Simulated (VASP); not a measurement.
# ZnO (zincite) (P6_3mc) in VASP: a series of runs

One crystal, ZnO (zincite), is run at these levels: PBE; tasks: single point, relaxation of cell and atoms, relaxation of shape and atoms at fixed volume.

All numbers are computed with VASP 6.6.1; they aren't measurements. Logs are shortened: lines on timing, memory, paths and dates and some standing lists are left out, and cuts for length are marked.

**Experimental background.**

“Electronic structure of alkaline earth and post-transition metal oxides”, 2009, arxiv:0908.1581 quotes, for a bulk crystal of ZnO: band gap 3.37 eV.

How close the calculation comes is told below.

## 1. Starting point

Symmetry: P6_3mc, No. 186, hexagonal system. Conventional cell: a = 3.344 Å, b = 3.344 Å, c = 5.397 Å, α = 90.00°, β = 90.00°, γ = 120.00°. Around Zn (site symmetry 3m) lie 4 O at 2.04 to 2.05 Å. Around O (site symmetry 3m) lie 4 Zn at 2.04 to 2.05 Å.

## 2. Single point, PBE (cell and atoms relaxed tightly for response)

Contents of INCAR:

```
SYSTEM = ZnO
ALGO = Normal ; EDIFF = 1E-7
ENCUT = 520 ; GGA = PE
ISIF = 2 ; ISMEAR = 0
LASPH = .True. ; LCHARG = .True.
LELF = .True. ; LREAL = .False.
LVHAR = .True. ; LWAVE = .False.
NBANDS = 26 ; NELM = 100
PREC = Accurate ; SIGMA = 0.01
```

Contents of KPOINTS:

```
k-points
0
Gamma
  9 9 6
  0 0 0
```

Contents of POSCAR:

```
ZnO
1.0
    3.2794441253      0.0000000000      0.0000000000
   -1.6397220626      2.8400819228      0.0000000000
    0.0000000000      0.0000000000      5.2937307530
Zn O
2 2
Direct
    0.3333333333      0.6666666667      0.4999727830
    0.6666666667      0.3333333333     -0.0000272170
    0.6666666667      0.3333333333      0.3790372170
    0.3333333333      0.6666666667      0.8790372170
```

Potentials or basis: VASP PAW PBE potentials, release 64 (Zn, O).

Command:

```
$ cat potpaw_PBE.64/Zn/POTCAR potpaw_PBE.64/O/POTCAR > POTCAR
$ mpirun -np 1 vasp_std > vasp.out
```

OUTCAR:

```text
SYSTEM = ZnO
   EDIFF = 1E-7
   ENCUT = 520
   GGA = PE
   ISIF = 2
   ISMEAR = 0
   LASPH = .True.
   LREAL = .False.
   NELM = 100
   PREC = Accurate

 ion  position               nearest neighbor table
   1  0.333  0.667  0.500-   3 2.00   3 2.00   3 2.00   4 2.01
   2  0.667  0.333  1.000-   4 2.00   4 2.00   4 2.00   3 2.01
   3  0.667  0.333  0.379-   1 2.00   1 2.00   1 2.00   2 2.01
   4  0.333  0.667  0.879-   2 2.00   2 2.00   2 2.00   1 2.01

  LATTYP: Found a hexagonal cell.
 ALAT       =     3.2794441253
 C/A-ratio  =     1.6142158704

  Lattice vectors:

 A1 = (   3.2794441253,   0.0000000000,   0.0000000000)
 A2 = (  -1.6397220626,   2.8400819228,   0.0000000000)
 A3 = (   0.0000000000,   0.0000000000,   5.2937307530)

Analysis of symmetry for initial positions (statically):
=====================================================================
 Subroutine PRICEL returns:
 Original cell was already a primitive cell.

 Routine SETGRP: Setting up the symmetry group for a
 hexagonal supercell.

 Subroutine GETGRP returns: Found 12 space group operations
 (whereof  6 operations were pure point group operations)
 out of a pool of 24 trial point group operations.

The static configuration has the point symmetry C_3v.
 The point group associated with its full space group is C_6v.

Analysis of symmetry for dynamics (positions and initial velocities):
=====================================================================
 Subroutine PRICEL returns:
 Original cell was already a primitive cell.

 Routine SETGRP: Setting up the symmetry group for a
 hexagonal supercell.

 Subroutine GETGRP returns: Found 12 space group operations
 (whereof  6 operations were pure point group operations)
 out of a pool of 24 trial point group operations.

The dynamic configuration has the point symmetry C_3v.
 The point group associated with its full space group is C_6v.

 Subroutine INISYM returns: Found 12 space group operations
 (whereof  6 operations are pure point group operations),
 and found     1 'primitive' translations

----------------------------------------------------------------------------------------

                                     Primitive cell

  volume of cell :      49.3052

  direct lattice vectors                    reciprocal lattice vectors
[... 89 lines left out ...]
   ENCUT  =  520.0 eV  38.22 Ry    6.18 a.u.   6.10  6.10  9.84*2*pi/ulx,y,z
   NELM   =    100;   NELMIN=  2; NELMDL= -5     # of ELM steps
   EDIFF  = 0.1E-06   stopping-criterion for ELM
   LREAL  =      F    real-space projection
   EDIFFG = 0.1E-05   stopping-criterion for IOM
   NSW    =      0    number of steps for IOM
   IBRION =     -1    ionic relax: 0-MD 1-quasi-New 2-CG
   NFREE  =      0    steps in history (QN), initial steepest desc. (CG)
   ISIF   =      2    stress and relaxation
   ISYM   =      2    0-nonsym 1-usesym 2-fastsym
   POTIM  = 0.5000    time-step for ionic-motion
   TEBEG  =    0.0;   TEEND  =   0.0 temperature during run
   PSTRESS=    0.0 pullay stress
   NELECT =      36.0000    total number of electrons
   NUPDOWN=      -1.0000    fix difference up-down
   EMIN   =  10.00;   EMAX   =-10.00  energy-range for DOS
   EFERMI =   0.00;   METHOD = LEGACY
   ISMEAR =     0;   SIGMA  =   0.01  broadening in eV -4-tet -1-fermi 0-gaus
   EFERMI_NEDOS =   21; number of points for ismear=-14 and -15
   IALGO  =     38    algorithm
   IMIX   =      4    mixing-type and parameters
     AMIX     =   0.40;   BMIX     =  1.00
     AMIX_MAG =   1.60;   BMIX_MAG =  1.00
  volume/ion in A,a.u.               =      12.33        83.18
  Fermi-wavevector in a.u.,A,eV,Ry     =   1.474160  2.785759 29.567477  2.173148
  Thomas-Fermi vector in A             =   2.588965
   LORBIT       =      0    0 simple, 1 ext, 2 COOP (PROOUT), +10 PAW based schemes
   GGA     = PE    functional components
   LHFCALC =     F    Hartree Fock is set to
   AEXX    =    0.0000 exact exchange contribution
   IVDW    =     0    specifies the selected vdW correction
   LEPSILON=     F    determine dielectric tensor
   LRPA    =     F    only Hartree local field effects (RPA)
 non-spin polarized calculation
 Gauss-broadening in eV      SIGMA  =   0.01
  energy-cutoff  :      520.00
  volume of cell :       49.31
 maximum number of plane-waves:      1350
   NGX = 13   NGY = 13   NGZ = 19

 number of electron      36.0000039 magnetization

 Free energy of the ion-electron system (eV)
  ---------------------------------------------------
  ext. energy  EPLUGINS =         0.00000000
  ---------------------------------------------------
  free energy    TOTEN  =       -17.86084461 eV

  energy without entropy =      -17.86084461  energy(sigma->0) =      -17.86084461

 E-fermi :   0.9932     XC(G=0): -10.7252

 val. band max:        0.8949147879   @ k =   0.0000   0.0000   0.0000
 cond. band min:       1.6224416838   @ k =   0.0000   0.0000   0.0000
 fundamental gap:      0.7275268960
 Fermi energy:         0.9931920308

 k-point     1 :       0.0000    0.0000    0.0000
  band No.  band energies     occupation
      1     -16.9230      2.00000
      2     -16.2558      2.00000
      3      -4.6420      2.00000
      4      -4.6420      2.00000
      5      -4.6028      2.00000
      6      -4.4879      2.00000
[... 685 lines left out ...]
     25      14.1752      0.00000
     26      14.9433      0.00000

 [... further k-points ...]

------------------------ aborting loop because EDIFF is reached ----------------------------------------

  FORCE on cell =-STRESS in cart. coord.  units (eV):
  Direction    XX          YY          ZZ          XY          YZ          ZX
  --------------------------------------------------------------------------------------
  -------------------------------------------------------------------------------------
  Total        0.2784558      0.2784558      0.2759884      0.0000000     -0.0000000     -0.0000000
  in kB        9.0484453      9.0484453      8.9682652      0.0000000     -0.0000000     -0.0000000
  external PRESSURE =       9.0217186 kB  Pullay stress =       0.0000000 kB

 VOLUME and BASIS-vectors are now :
 -----------------------------------------------------------------------------
  energy-cutoff  :      520.00
  volume of cell :       49.31
      direct lattice vectors                 reciprocal lattice vectors
     3.279444125  0.000000000  0.000000000     0.304929726  0.176051260  0.000000000
    -1.639722063  2.840081923  0.000000000     0.000000000  0.352102519  0.000000000
     0.000000000  0.000000000  5.293730753     0.000000000  0.000000000  0.188902694

 POSITION                                       TOTAL-FORCE (eV/Angst)
 -----------------------------------------------------------------------------------
     -0.00000      1.89339      2.64672        -0.000000     -0.000000      0.000941
      1.63972      0.94669      5.29359         0.000000      0.000000      0.000941
      1.63972      0.94669      2.00652        -0.000000     -0.000000     -0.000941
     -0.00000      1.89339      4.65339         0.000000      0.000000     -0.000941
 -----------------------------------------------------------------------------------
    total drift:                               -0.000001     -0.000001     -0.000886

  FREE ENERGIE OF THE ION-ELECTRON SYSTEM (eV)
  ---------------------------------------------------
  free  energy   TOTEN  =       -17.8608446134 eV

  energy  without entropy=      -17.8608446134  energy(sigma->0) =      -17.86084461
```

Wall time 39 s (1 thread of Intel Xeon Platinum 8375C at 2.90GHz (Ice Lake), shared host); peak memory 0.19 GiB.

What came out:

```yaml
Free_energy: -17.8608 eV
Pressure: 0.9 GPa
Band_gap_on_the_k_mesh: 0.73 eV, direct
```

[end of part 1 of 2]
